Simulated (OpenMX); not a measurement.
The system is SiC.

```
Si C
1.0
     3.07569    0.00000    0.00000
    -1.53785    2.66363    0.00000
     0.00000    0.00000   10.07065
Si C
4 4
Direct
  0.00000 0.00000 0.18789
  0.00000 0.00000 0.68789
  0.33333 0.66667 0.43784
  0.66667 0.33333 0.93784
  0.00000 0.00000 0.00046
  0.00000 0.00000 0.50046
  0.33333 0.66667 0.24980
  0.66667 0.33333 0.74980
```

The cell is a database's computed one.

* Program: OpenMX 3.8.5
* Task: single point
* Functional: PBE
* Potentials or basis: OpenMX 2013 PBE set, Si7.0-s2p2d1, C6.0-s2p2d1, grid cutoff 300 Ry
* k mesh: 11 × 11 × 3
* Occupations: fermi-dirac, width 0.05 eV
* Spin: no spin polarisation

On this cell: pressure 5.5 GPa; largest force 0.029 eV/Å; band gap on the k mesh 2.33 eV, indirect (least direct gap 3.43 eV).

The same run follows on a disturbed copy (atoms moved at random, drawn with an rms of 0.05 Å):

```xyz
8
Lattice="3.0757 0.0000 0.0000 -1.5378 2.6636 0.0000 0.0000 0.0000 10.0706" Properties=species:S:1:pos:R:3 pbc="T T T"
Si   -0.0056   -0.0550    1.8485
Si   -0.0108    0.0049    6.9251
Si    0.0049    1.7926    4.4417
Si    1.5530    0.8814    9.4196
C    -0.0315    0.0109    0.0320
C     0.0185    0.0010    5.0324
C     0.0019    1.7460    2.5099
C     1.5453    0.8752    7.5333
```

**Question.** What changes?

**Answer.** The energy moves by +18.8 meV/atom; pressure 5.9 GPa; largest force 2.129 eV/Å; band gap on the k mesh 1.92 eV, indirect (least direct gap 3.18 eV).

Forces on the atoms (eV/Å):
```
Si   0.103  0.563  1.876
Si   0.436 -0.339 -0.383
Si   0.255 -0.416 -1.444
Si  -0.821  0.299  0.773
C    0.851 -0.438 -1.902
C   -0.350  0.301  0.742
C   -0.137 -0.297  0.034
C   -0.336  0.321  0.300
```

Caveats: an odd mesh through Γ misses points on the zone boundary, where band edges often lie; the basis of atomic orbitals isn't converged, which shifts pressures, moduli and gaps.
